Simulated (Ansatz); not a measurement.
The cell is COD entry 1531230, as deposited and not checked against the literature; nothing was relaxed.

A run of Ansatz 0.2.0 printed the following.

```
Te: projections on atomic orbitals take those of the free atom 1s2 2s2 2p6 3s2 3p6 3d10 4s2 4p6 4d10 5s2 5p4, of charge +0.00 (hamiltonian.pseudopotentials.projection_atoms)
LAPW: plane waves up to 8.449 Å⁻¹, error target 5.0e-4 eV per atom; small_component_spin mean_spin; Te in spheres of 1.394 Å, 24 of its electrons in bands, Dirac shells []
Engine: ansatz 0.2.0
Pseudopotentials: kind: all_electron
Pseudopotential: Te, LAPW, valence charge 24, Koelling and Harmon's equation, gaussian nucleus
Functional definition: PBE
  parameter kappa = 0.804
  parameter beta = 0.06672455060314922
  exchange = pbe_x(kappa = kappa, mu = beta*pi^2/3)
  correlation = pbe_c(beta = beta)
Crystal: 3 atoms, lattice volume = 101.976 Å³
Basis set: ecut = 271.9764010401446 eV, 1005 PW (Γ), exchange–correlation at level 2
Bands: 44, of which v1, the nominal top of the filled ones, is band 36 counted from 1 (35 counted from 0)
Symmetry: 6 space group operations
Space group: P3121 (ITA 152), of the structure as read, at distance tolerance 4.7e-5 Å
k-points: 62 of 486 (time reversal used)
Non-local potential: Te, projectors of the file, none
Initial density: superposition of atomic densities (chi_scale 0.1, normalization cell)
Initial wavefunctions: plane waves of lowest kinetic energy (no species holds an atomic orbital)
Functional: x = pbe(κ = 0.804, μ = 0.2195149727645171), c = pbe(β = 0.06672455060314922)
iter 1 solved again at ethr=1.80e-4 eV; its pass at ethr=1.00e-1 eV (dr2=1.30e-1 eV) is discarded
SCF iter   1: F=—  HF=-554653.041048 eV  |F-HF|=—  |Δ(HF+E_count)|=         —  Δρ=1.29e-2  dr2=1.29e-1  ethr=1.80e-4  ⟨swp⟩=3.0  Hψ=17957  notcnv=0
preconditioner: auto → Resta (q_TF=auto, 2.575 Å⁻¹)  ε∞=3.2  [insulator: Δε(μ)=0.232 eV  Ē_g=10.417 eV  σ=0.080 eV  W_gap=0.56  n_scr=22 (ndim 8)  ℏωp=15.6 eV  f_vac=0.073  D(μ)=0.06/eV (n_scr^D=0)  ε∞_Penn≈3.2]
SCF iter   2: F=—  HF=-554653.022727 eV  |F-HF|=—  |Δ(HF+E_count)|=   1.83e-2  Δρ=7.54e-3  dr2=4.58e-2  ethr=1.80e-4  ⟨swp⟩=2.0  Hψ=7955  notcnv=0
preconditioner: auto → Kerker (q_TF=auto, 2.575 Å⁻¹)  [metal: Δε(μ)=0.179 eV  Ē_g=10.425 eV  σ=0.080 eV  W_gap=0.44  n_scr=22 (ndim 8)  ℏωp=15.6 eV  f_vac=0.079  D(μ)=0.07/eV (n_scr^D=0)]
iter 3 solved again at ethr=5.47e-6 eV; its pass at ethr=6.36e-5 eV (dr2=3.94e-3 eV) is discarded
SCF iter   3: F=—  HF=-554653.023661 eV  |F-HF|=—  |Δ(HF+E_count)|=   9.34e-4  Δρ=1.96e-3  dr2=3.94e-3  ethr=5.47e-6  ⟨swp⟩=2.0  Hψ=13525  notcnv=0
SCF iter   4: F=—  HF=-554653.025463 eV  |F-HF|=—  |Δ(HF+E_count)|=         —  Δρ=7.20e-4  dr2=9.17e-4  ethr=5.47e-6  ⟨swp⟩=2.0  Hψ=7961  notcnv=0
the basis was enlarged: its passes take 774.0 KiB over the memory plan, 1 of 1 planned eigensolver slots
SCF iter   5: F=—  HF=-554653.025675 eV  |F-HF|=—  |Δ(HF+E_count)|=   2.12e-4  Δρ=2.03e-4  dr2=7.43e-5  ethr=1.27e-6  ⟨swp⟩=3.0  Hψ=8168  notcnv=0
SCF iter   6: F=—  HF=-554653.025730 eV  |F-HF|=—  |Δ(HF+E_count)|=   5.50e-5  Δρ=1.08e-4  dr2=2.37e-5  ethr=1.03e-7  ⟨swp⟩=3.0  Hψ=8260  notcnv=0
SCF iter   7: F=—  HF=-554653.025749 eV  |F-HF|=—  |Δ(HF+E_count)|=   1.88e-5  Δρ=3.52e-5  dr2=2.53e-6  ethr=3.29e-8  ⟨swp⟩=3.0  Hψ=8402  notcnv=0
SCF iter   8: F=—  HF=-554653.025750 eV  |F-HF|=—  |Δ(HF+E_count)|=   4.33e-7  Δρ=1.83e-5  dr2=5.29e-7  ethr=3.51e-9  ⟨swp⟩=3.0  Hψ=8372  notcnv=0
SCF iter   9: F=-554653.025750 eV  HF=-554653.025750 eV  |F-HF|=2.20e-8  |Δ(HF+E_count)|=   3.47e-7  Δρ=5.69e-6  dr2=4.45e-8  ethr=7.35e-10  ⟨swp⟩=3.0  Hψ=8454  notcnv=0
SCF 1 converged in 9 iterations: F = -554653.025750 eV  dr2 = 4.45e-8
NSCF: frozen V_eff on 113 k-points
SCF converged after 9 iterations
Free energy (F): -554653.025750 eV
Harris-Foulkes:  -554653.025750 eV  (|F-HF|=2.20e-8)
Internal energy: -554653.023821 eV  (E = F + TS)
E sigma→0 (E₀):  -554653.024786 eV
Entropy (-TS):   -0.001929 eV (-0.643 meV/atom)
Fermi energy:    10.858282 eV
--- Per-component energies (eV) ---
  E_band       = -3383.941806
  E_kinetic    = 585770.960014
  E_xc         = -14373.351206
  E_electrostatic = -1126050.632629  (all electrons and nuclei)
  E_smearing   = -0.001929  (= −TS)
  E_closure    = 0.000000  (closes the sum)
  E_atoms      = -554643.707363  (free atoms, spherical and without spin; not in F)
  Σ components = -554653.025750   (vs F -554653.025750, Δ=0.00e0)
  Basis errors (estimates in eV, not in F): energy 2.5e-4 per atom: plane waves 2.3e-4 (1.3e-4 summed), levels above the bands 4.6e-37, relativity 2.1e-8, radial functions 1.9e-5, core shells 5.6e-9; eigenvalues (radial functions only) 2.5e-7; not estimated: angular momenta, meshes, grids; target (lapw.basis_error) 5.0e-4; muffin-tin radii Te 1.394 Å
--- Forces (eV/Å), atoms counted from 1 ---
  atom   1  Te    -0.61195387    -0.00000000    -0.00000000
  atom   2  Te     0.30597693    -0.52996759     0.00000000
  atom   3  Te     0.30597693     0.52996759     0.00000000
  max |Σ_I F_I| component: 1.11e-16 eV/Å
--- Stress (GPa, compression-positive) ---
        2.783388       0.000000       0.000000
        0.000000       2.783388      -0.000000
        0.000000      -0.000000       3.881166
  P = ⅓ Tr σ = 3.1493 GPa (31.493 kbar)
--- Band table (eV; the first three rows and the last of 62) ---
  k-point 0: bands = ["-149.1315", "-149.1311", "-149.1311", "-99.2493", "-99.2493", "-99.2454", "-99.2076", "-99.2053", "-99.2053", "-99.0565", "-99.0565", "-99.0564", "-26.6678", "-26.6678", "-26.6059", "-26.5948", "-26.5948", "-26.5116", "-26.4683", "-26.4631", "-26.4631", "-26.4282", "-26.4276", "-26.4276", "-26.4165", "-26.3793", "-26.3793", "-3.0202", "0.3789", "0.3789", "7.6012", "7.8494", "7.8494", "9.0721", "9.0721", "10.0944", "11.8235", "11.8235", "12.5013", "15.6612", "15.6612", "16.5453", "17.2075", "17.2075"]
  k-point 1: bands = ["-149.1315", "-149.1312", "-149.1311", "-99.2500", "-99.2485", "-99.2456", "-99.2075", "-99.2058", "-99.2049", "-99.0565", "-99.0565", "-99.0564", "-26.6812", "-26.6512", "-26.6071", "-26.6021", "-26.5851", "-26.5193", "-26.4681", "-26.4666", "-26.4587", "-26.4294", "-26.4281", "-26.4266", "-26.4119", "-26.3808", "-26.3794", "-2.9175", "-0.5812", "1.3762", "7.3559", "7.6658", "8.1395", "9.1184", "9.1588", "10.0397", "11.6625", "11.6976", "12.2573", "15.4354", "16.2015", "16.5644", "17.0243", "17.0275"]
  k-point 2: bands = ["-149.1314", "-149.1313", "-149.1310", "-99.2504", "-99.2476", "-99.2461", "-99.2072", "-99.2063", "-99.2047", "-99.0565", "-99.0565", "-99.0564", "-26.6897", "-26.6342", "-26.6115", "-26.6068", "-26.5726", "-26.5369", "-26.4686", "-26.4685", "-26.4549", "-26.4313", "-26.4275", "-26.4263", "-26.4020", "-26.3850", "-26.3799", "-2.6115", "-1.4247", "2.2411", "6.7968", "7.8380", "8.1871", "9.2883", "9.3270", "9.8742", "11.4384", "11.4881", "11.8063", "14.9908", "16.1646", "16.5679", "17.3007", "18.0024"]
  k-point 61: bands = ["-149.1314", "-149.1314", "-149.1310", "-99.2505", "-99.2468", "-99.2468", "-99.2068", "-99.2068", "-99.2046", "-99.0566", "-99.0564", "-99.0564", "-26.6915", "-26.6179", "-26.6179", "-26.6053", "-26.5549", "-26.5549", "-26.4701", "-26.4701", "-26.4521", "-26.4359", "-26.4248", "-26.4248", "-26.4030", "-26.4030", "-26.3669", "-1.2746", "-1.2746", "0.8893", "5.4589", "5.7701", "5.7701", "9.5409", "10.7003", "10.7003", "10.8736", "12.3614", "12.3614", "16.5606", "17.3082", "17.3082", "17.7305", "18.2595"]
--- Löwdin populations: 3 sites ---
  site symbol       q [e]
     0     Te     51.9486
     1     Te     51.9486
     2     Te     51.9486
  spilling = 0.000988 (of n_electrons = 156.000000)
```

The cell and starting positions:

```
CELL_PARAMETERS angstrom
4.45800 0.00000 0.00000
-2.22900 3.86074 0.00000
0.00000 0.00000 5.92500
ATOMIC_POSITIONS crystal
Te 0.74500 0.00000 0.33333
Te 0.00000 0.74500 0.66667
Te 0.25500 0.25500 0.00000
```

Parts of the input that the log doesn't repeat:

```yaml
  band_path:
    path:
      - [0.0, 0.0, 0.0]
      - [0.5, 0.0, 0.0]
      - [0.3333333333, 0.3333333333, 0.0]
      - [0.0, 0.0, 0.0]
      - [0.0, 0.0, 0.5]
      - [0.5, 0.0, 0.5]
      - [0.3333333333, 0.3333333333, 0.5]
      - [0.0, 0.0, 0.5]
      - [0.5, 0.0, 0.5]
    npoints: 14
output:
  forces: true
  stress: true
  eigenvalues: true
  populations: true
  dos: { projected: true, de: 0.2, e_range: [-14, 8] }
```

Write the input that produced this log.


```yaml
crystal:
  lattice:
    - [4.4579994587, 0.0, 0.0]
    - [-2.2289997294, 3.8607407813, 0.0]
    - [0.0, 0.0, 5.925]
  atoms:
    - { symbol: Te, position: [0.745, 0.0, 0.3333333333] }
    - { symbol: Te, position: [0.0, 0.745, 0.6666666667] }
    - { symbol: Te, position: [0.255, 0.255, 0.0] }
kpoints:
  mp_grid: { grid: [9, 9, 6] }
  band_path:
    path:
      - [0.0, 0.0, 0.0]
      - [0.5, 0.0, 0.0]
      - [0.3333333333, 0.3333333333, 0.0]
      - [0.0, 0.0, 0.0]
      - [0.0, 0.0, 0.5]
      - [0.5, 0.0, 0.5]
      - [0.3333333333, 0.3333333333, 0.5]
      - [0.0, 0.0, 0.5]
      - [0.5, 0.0, 0.5]
    npoints: 14
scf:
  occupations: { method: fermi_dirac, width: 0.08 }
hamiltonian:
  xc: pbe
  pseudopotentials: { kind: all_electron, lapw: { basis_error: 0.0005 } }
output:
  forces: true
  stress: true
  eigenvalues: true
  populations: true
  dos: { projected: true, de: 0.2, e_range: [-14, 8] }
```
This is the input that was run; digits and keys that the log doesn't show could differ in an equivalent one.
